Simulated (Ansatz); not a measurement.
**ZnS: field gradients as cell or settings change, part 1 of 2**

More tests of how the quadrupolar parameters of ZnS respond to changes of cell, atoms or settings. The cell is a computed entry of the Materials Project. Its positions were relaxed in an earlier run. Planned: a check of xc_grid with total_charge; a check of lower_state_search; x and y stretched by -1 %; a check of ecutwfc.

Program: Ansatz 0.2.0. Level of theory: DFT, PBE, plane-wave PAW, default files, scalar-relativistic, as far as a step names no other. These are calculated values, not measurements.

2 further runs of the same task are left out: 2 that didn't finish.

## 1. The system as given

Symmetry: P3m1, No. 156, trigonal system. Conventional cell: a = 3.805 Å, b = 3.805 Å, c = 24.916 Å, α = 90.00°, β = 90.00°, γ = 120.00°. Around Zn (site symmetry 3m) lie 4 S at 2.33 Å. Only part of the 16 independent sites is listed.

As a file:

```cif
data_structure
_symmetry_space_group_name_H-M 'P3m1'
_symmetry_Int_Tables_number 156
_cell_length_a 3.8051
_cell_length_b 3.8051
_cell_length_c 24.9159
_cell_angle_alpha 90.000
_cell_angle_beta 90.000
_cell_angle_gamma 120.000
_cell_volume 312.42
loop_
_atom_site_label
_atom_site_type_symbol
_atom_site_symmetry_multiplicity
_atom_site_Wyckoff_symbol
_atom_site_fract_x
_atom_site_fract_y
_atom_site_fract_z
_atom_site_occupancy
Zn1 Zn 1 b 0.33333 0.66667 0.12512 1
Zn2 Zn 1 a 0.00000 0.00000 0.00016 1
Zn3 Zn 1 c 0.66667 0.33333 0.62505 1
Zn4 Zn 1 c 0.66667 0.33333 0.87514 1
Zn5 Zn 1 a 0.00000 0.00000 0.75002 1
Zn6 Zn 1 b 0.33333 0.66667 0.50008 1
Zn7 Zn 1 a 0.00000 0.00000 0.37509 1
Zn8 Zn 1 c 0.66667 0.33333 0.25013 1
S1 S 1 c 0.66667 0.33333 0.34372 1
S2 S 1 c 0.66667 0.33333 0.71858 1
S3 S 1 b 0.33333 0.66667 0.21873 1
S4 S 1 a 0.00000 0.00000 0.84367 1
S5 S 1 c 0.66667 0.33333 0.96881 1
S6 S 1 a 0.00000 0.00000 0.09373 1
S7 S 1 b 0.33333 0.66667 0.59369 1
S8 S 1 a 0.00000 0.00000 0.46869 1
```

The earlier run gave: gap on the mesh 2.17 eV, largest force 0.014 eV/Å, pressure 2.4 GPa.

The printed gradients, by site:

| site | atoms | first shell | V_zz (10²¹ V/m²) | η | C_Q (MHz) |
| --- | --- | --- | --- | --- | --- |
| Zn1 | 1 | 4 S at 2.33 Å | 0.006 | 0.00 | 0.018 (⁶⁷Zn) |
| Zn2 | 2 | 4 S at 2.33 Å | 0.043 | 0.00 | 0.128 (⁶⁷Zn) |
| Zn3 | 3 | 4 S at 2.33 Å | -0.008 | 0.00 | -0.022 (⁶⁷Zn) |
| Zn4 | 4 | 4 S at 2.33 Å | -0.056 | 0.00 | -0.164 (⁶⁷Zn) |
| Zn5 | 5 | 4 S at 2.33 Å | -0.091 | 0.00 | -0.267 (⁶⁷Zn) |
| Zn6 | 6, 7, 8 | 4 S at 2.33 Å | <0.01 | – | ≈0 (⁶⁷Zn) |
| S9 | 9 | 4 Zn at 2.33 Å | 0.082 | 0.00 | -0.137 (³³S) |
| S10 | 10 | 4 Zn at 2.33 Å | 0.13 | 0.00 | -0.211 (³³S) |
| S11 | 11, 14 | 4 Zn at 2.33 Å | 0.093 | 0.00 | -0.156 (³³S) |
| S12 | 12 | 4 Zn at 2.33 Å | 0.29 | 0.00 | -0.489 (³³S) |
| S13 | 13 | 4 Zn at 2.33 Å | 0.24 | 0.00 | -0.399 (³³S) |
| S15 | 15 | 4 Zn at 2.33 Å | 0.085 | 0.00 | -0.142 (³³S) |
| S16 | 16 | 4 Zn at 2.33 Å | 0.088 | 0.00 | -0.148 (³³S) |

Conventions: |V_zz| ≥ |V_yy| ≥ |V_xx|, η = (V_xx − V_yy)/V_zz, C_Q = eQV_zz/h. Quadrupole moments are those of Pyykkö's year-2017 table.

## 2. A check on settings: basis.xc_grid = 2, total_charge = -1

input.yaml reads:

```yaml
crystal:
  lattice:
    - [3.8050880673, 0.0, 0.0]
    - [-1.9025440336, 3.2953029299, 0.0]
    - [0.0, 0.0, 24.9159345]
  atoms:
    - { symbol: Zn, position: [0.3333333333, 0.6666666667, 0.12511841] }
    - { symbol: Zn, position: [0.0, 0.0, 0.00015897] }
    - { symbol: Zn, position: [0.6666666667, 0.3333333333, 0.62504747] }
    - { symbol: Zn, position: [0.6666666667, 0.3333333333, 0.8751387] }
    - { symbol: Zn, position: [0.0, 0.0, 0.75002227] }
    - { symbol: Zn, position: [0.3333333333, 0.6666666667, 0.50007816] }
    - { symbol: Zn, position: [0.0, 0.0, 0.37508794] }
    - { symbol: Zn, position: [0.6666666667, 0.3333333333, 0.25012849] }
    - { symbol: S, position: [0.6666666667, 0.3333333333, 0.34372199] }
    - { symbol: S, position: [0.6666666667, 0.3333333333, 0.71858116] }
    - { symbol: S, position: [0.3333333333, 0.6666666667, 0.21873405] }
    - { symbol: S, position: [0.0, 0.0, 0.84367239] }
    - { symbol: S, position: [0.6666666667, 0.3333333333, 0.96881275] }
    - { symbol: S, position: [0.0, 0.0, 0.09372606] }
    - { symbol: S, position: [0.3333333333, 0.6666666667, 0.59368598] }
    - { symbol: S, position: [0.0, 0.0, 0.46868621] }
kpoints:
  mp_grid: { grid: [8, 8, 2] }
scf:
  occupations: { method: fermi_dirac, width: 0.02 }
hamiltonian:
  xc: pbe
  pseudopotentials: { kind: paw }
output:
  forces: true
  stress: true
  populations: true
  efg:
    quadrupole_moments_barn: { Zn: 0.122, S: -0.0694 }
    contact_densities: true
basis:
  xc_grid: 2
total_charge: -1
```

Command:

```sh
> ansatz run input.yaml --threads 1 --pin off --max-ram 3072MiB --backend cpu --events-out ev --progress --plain --runs-dir out
```

The log of the run (excerpt; [...] marks lines left out):

```text
Warning: RAYON_NUM_THREADS=1 ignored (pool sized by the plan → 1); use --threads N
[...]
Pseudopotentials: kind: paw
Pseudopotential: Zn, paw, valence charge 12, recommended cutoff 420 eV (normal), Zn.paw.azcp
Pseudopotential: S, paw, valence charge 6, recommended cutoff 420 eV (normal), S.paw.azcp
Functional definition: PBE
[...]
Crystal: 16 atoms, lattice volume = 312.419 Å³
Basis set: ecut = 420 eV, 6107 PW (Γ), exchange–correlation on 54×54×360 points (8 copies of the dense FFT grid, shifted against one another)
Bands: 89, of which v1, the nominal top of the filled ones, is band 73 counted from 1 (72 counted from 0)
Symmetry: 6 space group operations
Space group: P3m1 (ITA 156), of the structure as read, at distance tolerance 6.8e-5 Å
[...]
            electrostatic potential = -1633.335685 V   contact ρ = 19767.170194 e/Å³
[...]
            electrostatic potential = -1633.333674 V   contact ρ = 19767.108860 e/Å³
[...]
            electrostatic potential = -1633.332272 V   contact ρ = 19767.111390 e/Å³
--- Band table (eV; the first three rows and the last of 20) ---
[...]
--- Löwdin populations: 16 sites ---
  site symbol       q [e]
     0     Zn     10.7806
     1     Zn     10.7790
     2     Zn     10.7772
     3     Zn     10.7734
     4     Zn     10.7733
     5     Zn     10.7780
     6     Zn     10.7778
     7     Zn     10.7804
     8      S      7.1150
     9      S      7.1141
    10      S      7.1150
    11      S      7.1173
    12      S      7.1173
    13      S      7.1150
    14      S      7.1144
    15      S      7.1147
  spilling = 0.012811 (of n_electrons = 145.000000)
```

It took 1.8 min on 1 thread of Arm Neoverse V1, shared host; peak memory 0.72 GiB.

At the end: no gap over 0.1 eV on the mesh, largest force 0.023 eV/Å, pressure 4.3 GPa. The extra charge sits in the bands of this small cell, so the Fermi level lies in a band.

What changed since step 1 (V_zz in 10²¹ V/m²; 13 of 16 rows, with the four largest changes of size):

```csv
site,atoms,"V_zz, PBE relaxed","V_zz, new settings","η, PBE relaxed","η, new settings"
Zn1,1,0.006,-0.044,0.00,0.00
Zn2,2,0.043,0.016,0.00,0.00
Zn3,3,-0.008,-0.034,0.00,0.00
Zn4,4,-0.056,-0.087,0.00,0.00
Zn5,5,-0.091,-0.12,0.00,0.00
Zn6,6,<0.01,-0.028,–,0.00
Zn6,7,<0.01,-0.056,–,0.00
Zn6,8,<0.01,<0.01,–,–
S9,9,0.082,-0.039,0.00,0.00
S10,10,0.13,0.049,0.00,0.00
S12,12,0.29,0.17,0.00,0.00
S13,13,0.24,0.12,0.00,0.00
S16,16,0.088,-0.009,0.00,0.00
```

The sizes of the gradients above 0.15 moved by 50 % at S13 (0.24 to 0.12).

## 3. Trying other settings (scf.lower_state_search = standard)

input.yaml, as its differences from that of step 2:

```diff
@@ -26,2 +26,3 @@
   occupations: { method: fermi_dirac, width: 0.02 }
+  lower_state_search: standard
 hamiltonian:
@@ -36,4 +37 @@
     contact_densities: true
-basis:
-  xc_grid: 2
-total_charge: -1
```

Command:

```sh
> ansatz run input.yaml --threads 1 --pin off --max-ram 3072MiB --backend cpu --events-out ev --progress --plain --runs-dir out
```

The log of the run:

```text
Warning: RAYON_NUM_THREADS=1 ignored (pool sized by the plan → 1); use --threads N
Engine: ansatz 0.2.0, aarch64-unknown-linux-gnu
[... 4 set-up lines as earlier in the session ...]
  parameter kappa = 0.804
  parameter beta = 0.06672455060314922
  exchange = pbe_x(kappa = kappa, mu = beta*pi^2/3)
  correlation = pbe_c(beta = beta)
Crystal: 16 atoms, lattice volume = 312.419 Å³
Basis set: ecut = 420 eV, 6107 PW (Γ), exchange–correlation on 54×54×360 points (8 copies of the dense FFT grid, shifted against one another)
Bands: 88, of which v1, the nominal top of the filled ones, is band 72 counted from 1 (71 counted from 0)
[... 2 set-up lines as earlier in the session ...]
k-points: 20 of 128 (time reversal used)
Non-local potential: Zn, projectors of the file, l = 0: 2, l = 1: 2, l = 2: 3, l = 3: 1
Non-local potential: S, projectors of the file, l = 0: 2, l = 1: 2, l = 2: 2
PAW form: soft (Blöchl's): semilocal exchange-correlation on the pseudo side does not see the compensation charge
PAW one-centre angular grid: Zn, 590 points (default); XC on 64 Gauss nodes
PAW one-centre angular grid: S, 110 points (default); XC on 64 Gauss nodes
Initial density: superposition of atomic densities (neutral atoms: chi_scale 0, normalization atom), corrected by the library's trained network
Initial wavefunctions: pseudopotential atomic-orbital guess
Functional: x = pbe(κ = 0.804, μ = 0.2195149727645171), c = pbe(β = 0.06672455060314922)
SCF iter   1: F=—  HF=-33781.786110 eV  |F-HF|=—  |Δ(HF+E_count)|=         —  Δρ=6.62e-4  dr2=2.75e-3  ethr=1.77e-3  ⟨swp⟩=8.0  Hψ=7580  notcnv=0  defer=29
preconditioner: auto → Resta (q_TF=auto, 2.398 Å⁻¹)  ε∞=6.6  [insulator: Δε(μ)=2.160 eV  Ē_g=10.678 eV  σ=0.020 eV  W_gap=1.00  n_scr=84 (ndim 8)  ℏωp=25.2 eV  f_vac=0.028  D(μ)=0.00/eV (n_scr^D=0)  ε∞_Penn≈6.6]
SCF iter   2: F=—  HF=-33781.788103 eV  |F-HF|=—  |Δ(HF+E_count)|=   1.99e-3  Δρ=4.94e-4  dr2=9.01e-4  ethr=1.91e-6  ⟨swp⟩=2.6  Hψ=3921  notcnv=0  defer=115
SCF iter   3: F=—  HF=-33781.788409 eV  |F-HF|=—  |Δ(HF+E_count)|=   3.05e-4  Δρ=3.59e-4  dr2=2.34e-4  ethr=6.26e-7  ⟨swp⟩=2.0  Hψ=2869  notcnv=0  defer=115
SCF iter   4: F=—  HF=-33781.788263 eV  |F-HF|=—  |Δ(HF+E_count)|=   1.45e-4  Δρ=7.28e-5  dr2=1.66e-5  ethr=1.63e-7  ⟨swp⟩=2.0  Hψ=2869  notcnv=0  defer=115
SCF iter   5: F=—  HF=-33781.788063 eV  |F-HF|=—  |Δ(HF+E_count)|=   2.00e-4  Δρ=2.92e-5  dr2=5.33e-6  ethr=1.15e-8  ⟨swp⟩=2.1  Hψ=2161  notcnv=0  defer=115
SCF iter   6: F=—  HF=-33781.788065 eV  |F-HF|=—  |Δ(HF+E_count)|=   1.52e-6  Δρ=8.71e-6  dr2=4.33e-7  ethr=3.70e-9  ⟨swp⟩=2.0  Hψ=2115  notcnv=0  defer=115
SCF iter   7: F=-33781.788065 eV  HF=-33781.788065 eV  |F-HF|=1.11e-7  |Δ(HF+E_count)|=   2.72e-7  Δρ=6.07e-6  dr2=7.38e-8  ethr=6.94e-11  ⟨swp⟩=12.6  Hψ=8856  notcnv=0
SCF 1 converged in 7 iterations: F = -33781.788065 eV  dr2 = 7.38e-8
SCF converged after 7 iterations
Free energy (F): -33781.788065 eV
Harris-Foulkes:  -33781.788065 eV  (|F-HF|=1.11e-7)
Internal energy: -33781.788065 eV  (E = F + TS)
E sigma→0 (E₀):  -33781.788065 eV
Fermi energy:    7.021983 eV
--- Per-component energies (eV) ---
  E_band       = 55.079339
  E_kinetic    = 1909.173244
  E_local      = -16279.863836  (includes V_loc(G=0)·N_el)
  E_nonlocal   = 5141.166200
  E_hartree    = 6809.822134
  E_xc         = -1876.667025
  E_vxc        = -1118.380755  (∫ρ·V_xc dr)
  E_paw        = -19427.127362  (= ΣΔE_a)
  E_vpaw       = -3216.660764  (= ΣTr[D̂ρ^β])
  E_aug_tail   = -0.002913  (compensation charges beyond the density's cutoff)
  E_ewald      = -10058.288506
  E_smearing   = -0.000000  (= −TS)
  E_closure    = 0.000000  (closes the sum)
  Σ components = -33781.788065   (vs F -33781.788065, Δ=0.00e0)
--- Forces (eV/Å), atoms counted from 1 ---
  atom   1  Zn    -0.00000000     0.00000000    -0.00447488
  atom   2  Zn    -0.00000000     0.00000000     0.00200119
  atom   3  Zn    -0.00000000     0.00000000    -0.01380596
  atom   4  Zn     0.00000000    -0.00000000     0.00120931
  atom   5  Zn    -0.00000000     0.00000000    -0.00973723
  atom   6  Zn    -0.00000000     0.00000000    -0.00576835
  atom   7  Zn    -0.00000000     0.00000000    -0.00473993
  atom   8  Zn    -0.00000000     0.00000000    -0.00830444
  atom   9  S      0.00000000    -0.00000000     0.00499727
  atom  10  S      0.00000000    -0.00000000    -0.00121322
  atom  11  S      0.00000000    -0.00000000     0.00425314
  atom  12  S     -0.00000000     0.00000000     0.00679094
  atom  13  S      0.00000000    -0.00000000     0.00940600
  atom  14  S      0.00000000    -0.00000000     0.01036256
  atom  15  S      0.00000000    -0.00000000     0.00108165
  atom  16  S      0.00000000    -0.00000000     0.00795153
  max |Σ_I F_I| component: 9.59e-6 eV/Å
--- Stress (GPa, compression-positive) ---
        2.436949      -0.000000       0.000000
       -0.000000       2.436949      -0.000000
        0.000000      -0.000000       2.366227
  P = ⅓ Tr σ = 2.4134 GPa (24.134 kbar)
--- PAW observables at the nuclei: V_zz in 10²¹ V/m², potentials from the cell's mean, atoms counted from 1 ---
  atom   1  Zn V_zz =    +0.006141   η = 0.0000   by run symmetry: allowed   C_q = +0.0181 MHz
            electrostatic potential = -3941.715050 V   contact ρ = 166604.100330 e/Å³
  atom   2  Zn V_zz =    +0.043455   η = 0.0000   by run symmetry: allowed   C_q = +0.1282 MHz
            electrostatic potential = -3941.720996 V   contact ρ = 166603.961481 e/Å³
  atom   3  Zn V_zz =    -0.007663   η = 0.0000   by run symmetry: allowed   C_q = -0.0226 MHz
            electrostatic potential = -3941.701609 V   contact ρ = 166604.105844 e/Å³
  atom   4  Zn V_zz =    -0.055618   η = 0.0000   by run symmetry: allowed   C_q = -0.1641 MHz
            electrostatic potential = -3941.711159 V   contact ρ = 166603.864663 e/Å³
  atom   5  Zn V_zz =    -0.090675   η = 0.0000   by run symmetry: allowed   C_q = -0.2675 MHz
            electrostatic potential = -3941.699094 V   contact ρ = 166604.025089 e/Å³
  atom   6  Zn V_zz =    +0.001084   η = 0.0000   by run symmetry: allowed   C_q = +0.0032 MHz
            electrostatic potential = -3941.705586 V   contact ρ = 166604.103146 e/Å³
  atom   7  Zn V_zz =    +0.003503   η = 0.0000   by run symmetry: allowed   C_q = +0.0103 MHz
            electrostatic potential = -3941.708129 V   contact ρ = 166604.108838 e/Å³
  atom   8  Zn V_zz =    -0.003449   η = 0.0000   by run symmetry: allowed   C_q = -0.0102 MHz
            electrostatic potential = -3941.712457 V   contact ρ = 166604.104525 e/Å³
  atom   9  S  V_zz =    +0.081981   η = 0.0000   by run symmetry: allowed   C_q = -0.1376 MHz
            electrostatic potential = -1633.167156 V   contact ρ = 19764.962312 e/Å³
  atom  10  S  V_zz =    +0.125923   η = 0.0000   by run symmetry: allowed   C_q = -0.2113 MHz
            electrostatic potential = -1633.158762 V   contact ρ = 19764.937186 e/Å³
  atom  11  S  V_zz =    +0.092778   η = 0.0000   by run symmetry: allowed   C_q = -0.1557 MHz
            electrostatic potential = -1633.171193 V   contact ρ = 19764.965841 e/Å³
  atom  12  S  V_zz =    +0.291618   η = 0.0000   by run symmetry: allowed   C_q = -0.4894 MHz
            electrostatic potential = -1633.178968 V   contact ρ = 19764.924924 e/Å³
  atom  13  S  V_zz =    +0.237469   η = 0.0000   by run symmetry: allowed   C_q = -0.3985 MHz
            electrostatic potential = -1633.185512 V   contact ρ = 19764.945071 e/Å³
  atom  14  S  V_zz =    +0.091758   η = 0.0000   by run symmetry: allowed   C_q = -0.1540 MHz
            electrostatic potential = -1633.173180 V   contact ρ = 19764.958726 e/Å³
  atom  15  S  V_zz =    +0.084799   η = 0.0000   by run symmetry: allowed   C_q = -0.1423 MHz
            electrostatic potential = -1633.161792 V   contact ρ = 19764.961264 e/Å³
  atom  16  S  V_zz =    +0.087912   η = 0.0000   by run symmetry: allowed   C_q = -0.1475 MHz
            electrostatic potential = -1633.165192 V   contact ρ = 19764.964819 e/Å³
--- Band table (eV; the first three rows and the last of 20) ---
  k-point 0: bands = ["-7.2967", "-7.1794", "-7.1751", "-6.8664", "-6.8662", "-6.5150", "-6.5106", "-6.3499", "-0.4634", "-0.4567", "-0.4526", "-0.4526", "-0.4461", "-0.4348", "-0.4348", "-0.4214", "-0.4214", "-0.4142", "-0.4129", "-0.3882", "-0.3882", "-0.3868", "-0.3868", "-0.3555", "-0.3555", "-0.3490", "-0.3490", "-0.3350", "-0.3350", "-0.2013", "-0.1965", "0.0369", "0.0369", "0.0522", "0.0522", "0.0565", "0.0565", "0.0612", "0.0612", "0.0646", "0.0646", "0.0758", "0.0758", "0.0815", "0.0815", "0.1015", "0.1015", "0.2600", "0.5535", "1.5174", "1.5223", "3.0568", "3.0569", "4.7759", "4.7898", "5.0417", "5.0417", "5.1549", "5.1549", "5.1606", "5.1606", "5.4528", "5.4528", "5.4529", "5.4529", "5.7777", "5.7777", "5.7821", "5.7821", "5.8991", "5.9285", "5.9285", "8.0948", "8.9070", "8.9610", "9.1531", "9.3113", "9.3481", "9.4531", "9.4666", "12.1562", "12.1963", "12.2503", "12.2503", "12.3330", "12.4396", "12.4396", "12.5174"]
  k-point 1: bands = ["-7.2704", "-7.2617", "-7.0404", "-7.0378", "-6.6825", "-6.6798", "-6.3978", "-6.3890", "-0.4629", "-0.4541", "-0.4520", "-0.4520", "-0.4466", "-0.4400", "-0.4381", "-0.4381", "-0.4127", "-0.4127", "-0.4039", "-0.4039", "-0.3700", "-0.3700", "-0.3659", "-0.3659", "-0.3451", "-0.3451", "-0.3406", "-0.3376", "-0.3356", "-0.3356", "0.0247", "0.0291", "0.0369", "0.0369", "0.0522", "0.0522", "0.0558", "0.0558", "0.0612", "0.0612", "0.0691", "0.0691", "0.0702", "0.0702", "0.0836", "0.0836", "0.1014", "0.1014", "0.9149", "0.9195", "2.2421", "2.2460", "3.9178", "3.9233", "5.0665", "5.0665", "5.0768", "5.0768", "5.2892", "5.2892", "5.2906", "5.2906", "5.5282", "5.5514", "5.6236", "5.6236", "5.6265", "5.6265", "5.8848", "5.8848", "5.8930", "5.8930", "8.3688", "8.4192", "9.1546", "9.2856", "9.3087", "9.3468", "9.4129", "9.4270", "12.2066", "12.2744", "12.2744", "12.3017", "12.3301", "12.3481", "12.3565", "12.3565"]
  k-point 2: bands = ["-7.1903", "-7.0779", "-7.0733", "-6.7798", "-6.7771", "-6.4464", "-6.4414", "-6.2910", "-0.4785", "-0.4589", "-0.4559", "-0.4428", "-0.4315", "-0.4311", "-0.4148", "-0.4137", "-0.4049", "-0.3994", "-0.3968", "-0.3698", "-0.3653", "-0.3576", "-0.3532", "-0.3488", "-0.3407", "-0.3296", "-0.3292", "-0.3164", "-0.3038", "-0.1922", "-0.1840", "0.0223", "0.0313", "0.0325", "0.0407", "0.0421", "0.0469", "0.0532", "0.0612", "0.0662", "0.0691", "0.0802", "0.0812", "0.0896", "0.0920", "0.1057", "0.1114", "0.2974", "0.7124", "1.5934", "1.5983", "3.0056", "3.0240", "4.2740", "4.3226", "4.3557", "4.4734", "4.5950", "4.6838", "4.8230", "4.8325", "4.9868", "5.0271", "5.0701", "5.0805", "5.3440", "5.4120", "5.4510", "5.4592", "5.7496", "5.7578", "5.7652", "8.8829", "9.4138", "9.5566", "9.8349", "9.9989", "10.0497", "10.0936", "10.1133", "11.4967", "11.7218", "11.8302", "12.0572", "12.2423", "12.2597", "12.4117", "12.5525"]
  k-point 19: bands = ["-6.1930", "-6.1842", "-6.1500", "-6.1491", "-6.0967", "-6.0948", "-6.0616", "-6.0542", "-0.3887", "-0.3704", "-0.3417", "-0.3346", "-0.3319", "-0.3290", "-0.3113", "-0.2943", "-0.2622", "-0.2549", "-0.2380", "-0.2323", "-0.2194", "-0.1938", "-0.1696", "-0.1458", "-0.0744", "-0.0651", "-0.0458", "-0.0435", "-0.0136", "-0.0052", "0.0003", "0.0077", "0.0380", "0.0481", "0.0585", "0.0608", "0.0684", "0.0733", "0.0825", "0.0897", "0.2659", "0.2874", "0.2894", "0.3068", "0.3553", "0.3612", "0.3812", "0.4079", "1.0111", "1.1439", "1.2198", "1.2463", "1.3059", "1.3294", "1.3871", "1.5606", "2.4878", "2.8313", "2.9264", "2.9381", "3.0185", "3.0730", "3.4007", "3.6159", "3.6760", "3.9231", "3.9914", "4.0205", "4.3248", "4.4641", "4.4929", "4.5263", "10.0985", "10.3560", "10.6004", "10.6422", "10.6881", "10.8395", "11.0935", "11.3507", "11.6740", "11.8849", "11.9020", "11.9570", "12.1154", "12.3103", "12.3841", "12.7250"]
--- Löwdin populations: 16 sites ---
  site symbol       q [e]
     0     Zn     10.7189
     1     Zn     10.7168
     2     Zn     10.7186
     3     Zn     10.7164
     4     Zn     10.7182
     5     Zn     10.7190
     6     Zn     10.7189
     7     Zn     10.7190
     8      S      7.0838
     9      S      7.0855
    10      S      7.0839
    11      S      7.0878
    12      S      7.0853
    13      S      7.0833
    14      S      7.0838
    15      S      7.0839
  spilling = 0.010951 (of n_electrons = 144.000000)
```

Wall time 83 s (1 thread of Arm Neoverse V1, shared host); peak memory 0.71 GiB.

State: gap on the mesh 2.17 eV, largest force 0.014 eV/Å, pressure 2.4 GPa.

Against step 1 (V_zz in 10²¹ V/m²):

| site | atoms | V_zz, PBE relaxed | V_zz, lower_state_search standard | η, PBE relaxed | η, lower_state_search standard |
| --- | --- | --- | --- | --- | --- |
| Zn1 | 1 | 0.006 | 0.006 | 0.00 | 0.00 |
| Zn2 | 2 | 0.043 | 0.043 | 0.00 | 0.00 |
| Zn3 | 3 | -0.008 | -0.008 | 0.00 | 0.00 |
| Zn4 | 4 | -0.056 | -0.056 | 0.00 | 0.00 |
| Zn5 | 5 | -0.091 | -0.091 | 0.00 | 0.00 |
| Zn6 | 6, 7, 8 | <0.01 | <0.01 | – | – |
| S9 | 9 | 0.082 | 0.082 | 0.00 | 0.00 |
| S10 | 10 | 0.13 | 0.13 | 0.00 | 0.00 |
| S11 | 11, 14 | 0.093 | 0.093 | 0.00 | 0.00 |
| S12 | 12 | 0.29 | 0.29 | 0.00 | 0.00 |
| S13 | 13 | 0.24 | 0.24 | 0.00 | 0.00 |
| S15 | 15 | 0.085 | 0.085 | 0.00 | 0.00 |
| S16 | 16 | 0.088 | 0.088 | 0.00 | 0.00 |

The sizes of the gradients above 0.15 moved by 0.1 % at S12 (0.291 to 0.292). The free energy stayed within 0.1 meV/atom.

(Continued in part 2 of 2.)
